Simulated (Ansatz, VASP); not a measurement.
# TePb in VASP and in Ansatz

Contents of INCAR:

```
SYSTEM = TePb
PREC = Accurate
ENCUT = 520
EDIFF = 1E-6
ISMEAR = -1
SIGMA = 0.08
LREAL = .False.
LASPH = .True.
NELM = 80
ALGO = Normal
ISIF = 2
LWAVE = .False.
LCHARG = .False.
GGA = PS
NBANDS = 17
```

The input KPOINTS:

```
regular mesh
0
Gamma
  10 10 10
  0 0 0
```

File POSCAR:

```
TePb
1.0
    4.0022870000      0.0000000000      0.0000000000
    0.0000000000      4.0022870000      0.0000000000
    0.0000000000      0.0000000000      4.0022870000
Te Pb
1 1
Direct
    0.5000000000      0.5000000000      0.5000000000
    0.0000000000      0.0000000000      0.0000000000
```

Input for Ansatz:

```yaml
crystal:
  lattice:
    - [4.002287, 0.0, 0.0]
    - [0.0, 4.002287, 0.0]
    - [0.0, 0.0, 4.002287]
  atoms:
    - { symbol: Te, position: [0.5, 0.5, 0.5] }
    - { symbol: Pb, position: [0.0, 0.0, 0.0] }
kpoints:
  mp_grid: { grid: [10, 10, 10] }
  band_path:
    path:
      - [0.0, 0.0, 0.0]
      - [0.0, 0.5, 0.0]
      - [0.5, 0.5, 0.0]
      - [0.0, 0.0, 0.0]
      - [0.5, 0.5, 0.5]
      - [0.0, 0.5, 0.0]
      - [0.5, 0.5, 0.5]
      - [0.5, 0.5, 0.0]
    npoints: 5
scf:
  occupations: { method: fermi_dirac, width: 0.08 }
hamiltonian:
  xc: pbesol
  pseudopotentials: { kind: all_electron, lapw: { basis_error: 0.001 } }
output:
  forces: true
  stress: true
  eigenvalues: true
```

Alike in both runs: task single point; functional PBEsol; k mesh 10 × 10 × 10; occupations fermi-dirac, width 0.08 eV; no spin polarisation.

|  | VASP | Ansatz |
| --- | --- | --- |
| version | VASP 6.6.1 | Ansatz 0.2.0 |
| potentials or method | VASP PAW PBE potentials, release 64 (Te, Pb_d) | all-electron LAPW, scalar-relativistic |
| plane-wave cutoff (eV) | 520 | see its input |

```tsv
	VASP	Ansatz	Ansatz less VASP
pressure (GPa)	-2.9	-2.9	+0.03
```

Ansatz ran all-electron here, so the differences hold the error of VASP's frozen core and of both bases.

Caveats: the PAW data sets were made with another functional, which shifts forces and pressure a little (VASP). The runs have no spin-orbit coupling, so splittings on Pb, Te are missing.
